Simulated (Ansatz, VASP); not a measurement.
**Two plane-wave programs on C**

The input INCAR:

```
SYSTEM = C
PREC     = Accurate       ! precision mode
ENCUT    = 520            ! plane-wave cutoff, eV
EDIFF    = 1E-6           ! SCF threshold, eV
ISMEAR   = -1             ! smearing method
SIGMA    = 0.1            ! smearing width, eV
LREAL    = .FALSE.        ! projectors in reciprocal space
LASPH    = .TRUE.         ! aspherical terms in the spheres
NELM     = 80             ! most SCF steps
ALGO     = Normal         ! electronic algorithm
ISIF     = 2              ! what is computed and relaxed
LWAVE    = .FALSE.        ! write WAVECAR
LCHARG   = .FALSE.        ! write CHGCAR
GGA      = RE             ! functional
NBANDS   = 11             ! bands
```

The input KPOINTS:

```
Automatic mesh
0
G
  23 23 4
  0 0 0
```

Contents of POSCAR:

```
C
1.0
    1.7515047004      0.0000000000      0.0000000000
   -0.8757523502      1.5168475654      0.0000000000
    0.0000000000      0.0000000000      9.4599429945
C
2
Direct
    0.3333333333      0.6666666667      0.2500000000
    0.6666666667      0.3333333333      0.7500000000
```

Input for Ansatz:

```yaml
crystal:
  lattice:
    - [1.7515047004, 0.0, 0.0]
    - [-0.8757523502, 1.5168475654, 0.0]
    - [0.0, 0.0, 9.4599429945]
  atoms:
    - { symbol: C, position: [0.3333333333, 0.6666666667, 0.25] }
    - { symbol: C, position: [0.6666666667, 0.3333333333, 0.75] }
hamiltonian:
  xc: revpbe
  pseudopotentials:
    kind: paw
    azcp:
      C: "pseudopotentials/C.paw.azcp"
basis:
  ecutwfc: 420
  fft_grid_basis: typed
kpoints:
  mp_grid: { grid: [23, 23, 4], shift: [0, 0, 0] }
magnetization:
  spin_polarized: false
scf:
  occupations: { method: fermi_dirac, width: 0.1 }
  lower_state_search: "off"
output:
  stress: true
  write_density: true
  write_potential: true
  elf: true
  volumetric_format: npy
```

Alike in both runs: task single point; functional revPBE; k mesh 23 × 23 × 4; occupations fermi-dirac, width 0.1 eV; no spin polarisation.

|  | VASP | Ansatz |
| --- | --- | --- |
| version | VASP 6.6.1 | Ansatz 0.2.0 |
| potentials or method | VASP PAW PBE potentials, release 64 (C) | plane waves (420 eV) with PAW, scalar-relativistic |
| plane-wave cutoff (eV) | 520 | 420 |
| valence electrons in the cell | 8 | 8 |

VASP gave:

| Item | Value |
| --- | --- |
| pressure (GPa) | -1.3 |
| largest component of the traceless stress (GPa) | 1.44 |

Problem. Which values does Ansatz return?

Solution. Pressure (GPa): -1.1; largest component of the traceless stress (GPa): 1.29.

With one functional, cell and mesh, what is left measures potentials, basis and numerics.

Caveats: the PAW data sets were made with another functional, which shifts forces and pressure a little (VASP); this functional lacks dispersion, which binds the layers, so the pressure and a relaxed spacing across them are unreliable.
